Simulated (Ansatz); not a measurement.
# Does disorder add resistance in series? Ta(100) layers with 75 % Mo

Two lengths of the disordered region are known. What area resistance does the third give?

How it was computed: Ansatz 0.2.0, plane waves with PAW datasets at their recommended cutoffs (420 eV for most), Fermi-Dirac smearing; ballistic transmission by layer matching. The area resistance is RA = A (h/2e²)(1/T − 1/N), with T the zone-mean transmission per spin and N the lead's channels, both averaged over a few energies near the Fermi level; for magnets each spin is taken apart, with h/e², and the two conduct in parallel. Lateral cell 2x2, PBE, a fresh random draw for each length.

The runs, with one result withheld:

| length (Å) | channels N | RA (fΩ m²) |
| --- | --- | --- |
| 6.61 | 10.21 | 0.423 |
| 13.2 | 10.26 | 0.708 |
| 19.8 | 10.21 | ? |

**Fit on the rows shown.**

Ohm's law makes RA linear in the length: the slope is (0.708 − 0.423)/(13.2 − 6.61) = 0.0433 fΩ m² per Å, or 43 µΩ cm. Then 0.708 + 0.0433 × 6.61. Predicted: 0.994 fΩ m².

What the run gave:

0.941 fΩ m², so the prediction is 5.7 % too high. The three lengths together give 39 µΩ cm. The two increments are 0.29 and 0.23 fΩ m², roughly as Ohm's law has it, though with one draw for each length that is a weak test.

**Limits.** The scatterers repeat sideways with the small cell. The slope is a raw one; a model of isotropic scattering puts it 1.02 times the bulk value over these lengths. Atoms sit unrelaxed on the host's lattice, and the pair may not mix at random in practice. Spin-orbit coupling is left out, which matters for Ta.
